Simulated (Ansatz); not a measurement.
A run of Ansatz 0.2.0 is set up as follows.

input.yaml

```yaml
crystal:
  lattice:
    - [0.0, 2.625, 2.625]
    - [2.625, 0.0, 2.625]
    - [2.625, 2.625, 0.0]
  atoms:
    - { symbol: Zr, position: [0.0, 0.0, 0.0] }
    - { symbol: S, position: [0.5, 0.5, 0.5] }
kpoints:
  mp_grid: { grid: [9, 9, 9] }
scf:
  occupations: { method: fermi_dirac, width: 0.05 }
hamiltonian:
  xc: pbesol
  pseudopotentials: { kind: all_electron, lapw: { basis_error: 0.001 } }
output: {}
phonons:
  method: fd
  supercell: [1, 1, 1]
```

Potentials or basis: all-electron LAPW, scalar-relativistic.

Run with:

```bash
$ ansatz run input.yaml --threads 1 --pin off --max-ram 3072MiB --backend cpu --events-out ev --progress --plain --runs-dir out
```

**Question.** Estimate the highest phonon frequency at Γ.

**Answer.** 221 cm⁻¹.

**Question.** What does it give for the band gap on the k mesh?

**Answer.** None (metal or under the smearing width).

Phonon frequencies in cm⁻¹ (negative: imaginary):
```tsv
q point	frequencies
(0.000, 0.000, 0.000)	0 0 0 221 221 221
```

Caveat: a metal's response needs a denser mesh.
